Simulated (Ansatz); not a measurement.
Putting H into Bi

Theory: Ansatz 0.2.0, DFT PBE, scalar-relativistic, plane waves, PAW.

Settings: cutoff 420 eV, Γ-centred mesh 12×12×6 on the computed 2-atom cell, Gaussian smearing of 0.10 eV; no spin polarisation for the host; each changed cell takes a mesh and smearing chosen by its own gap and starts from the host's moments or customary ones, or runs without spin. Cells and atoms are relaxed to the nearest stationary point that keeps the symmetry of their start (forces under 0.02 to 0.04 eV/Å, stress under 0.1 to 0.2 GPa); energies are at zero smearing, without zero-point or thermal terms.

Relaxed host (gap on the mesh 0 eV):

```xyz
2
Lattice="3.2774 0.0000 0.0208 0.0000 3.2774 0.0000 -0.0401 0.0000 6.5548" Properties=species:S:1:pos:R:3 pbc="T T T"
Bi    1.6261    0.0000    1.6486
Bi    1.6112    0.0000    4.9269
```

Cases: (1) 2 H in a 1×1×1 repeat of the cell, at (0.000 0.500 0.500), (0.000 0.500 0.000) in fractions of that repeat, 2.84 Å from the nearest atom of the relaxed host; (2) 1 H in a 2×2×1 repeat of the cell, at (0.000 0.250 0.500) in fractions of that repeat, 2.84 Å from the nearest atom of the relaxed host.

The table gives the energy per H taken from half an H2 molecule (negative: uptake is favourable), the swelling and the final surroundings.

```csv
case,formula,energy per H (eV),ΔV (%),principal strains (%),nearest host atoms of the first H,gap (eV)
1,BiH,0.67,+27.5,+28.7 -0.2 -0.8,2 (Bi) from 2.11 Å,0
2,Bi8H,1.52,0.0,0.0 0.0 0.0,8 (Bi) from 2.84 Å,0
```

Each ion keeps what symmetry its start has, so a lower place off a symmetric site can be missed, above all for H.

Relaxed structure of case 1, the lowest per ion:

```cif
data_structure
_symmetry_space_group_name_H-M 'Pmma'
_symmetry_Int_Tables_number 51
_cell_length_a 6.5446
_cell_length_b 4.2169
_cell_length_c 3.2521
_cell_angle_alpha 90.000
_cell_angle_beta 90.000
_cell_angle_gamma 90.000
_cell_volume 89.75
loop_
_atom_site_label
_atom_site_type_symbol
_atom_site_symmetry_multiplicity
_atom_site_Wyckoff_symbol
_atom_site_fract_x
_atom_site_fract_y
_atom_site_fract_z
_atom_site_occupancy
Bi1 Bi 2 e 0.25000 0.00000 0.56491 1
H1 H 2 f 0.25000 0.50000 0.53817 1
```

This form of Bi (Pmma) lies 0.05 eV/atom over the element's standard state.

Spin-orbit coupling is left out. In BiH a bond of the host changes by more than 0.6 Å or the volume by a third: the framework has rearranged or swollen or shrunk strongly, and the figure may no longer describe a topotactic step.

Cost: 3 runs of about 9.6 core-minutes in all, on Arm Neoverse V1 (shared hosts).